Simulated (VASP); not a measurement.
Input of a VASP 6.6.1 run:

File INCAR:

```
  PREC = Accurate
  ENCUT = 520
  EDIFF = 1E-7
  ISMEAR = 0
  SIGMA = 0.02
  LREAL = False
  LASPH = True
  NELM = 100
  ALGO = Fast
  ISIF = 2
  LWAVE = False
  LCHARG = False
  GGA = PE
  IVDW = 12
  NBANDS = 20
```

File KPOINTS:

```
Automatic mesh
0
Gamma
  9 9 4
```

POSCAR

```
SnS2
1.0
    3.6390000000      0.0000000000      0.0000000000
   -1.8195000000      3.1514664400      0.0000000000
    0.0000000000      0.0000000000      5.8680000000
Sn S
1 2
Direct
    0.0000000000      0.0000000000      0.0000000000
    0.3333333300      0.6666666700      0.2500000000
    0.6666666700      0.3333333300      0.7500000000
```

Potentials or basis: VASP PAW PBE potentials, release 64 (Sn_d, S).

The run is started by

```bash
$ cat potpaw_PBE.64/Sn_d/POTCAR potpaw_PBE.64/S/POTCAR > POTCAR
$ mpirun -np 1 vasp_std > vasp.out
```

Problem. Estimate the dispersion energy per atom.

Solution. -0.330 eV.

Problem. What does it give for the pressure?

Solution. 1.7 GPa.

Stress tensor (GPa, compression positive):
```
1.80 0.00 0.00
0.00 1.80 0.00
0.00 0.00 1.43
```
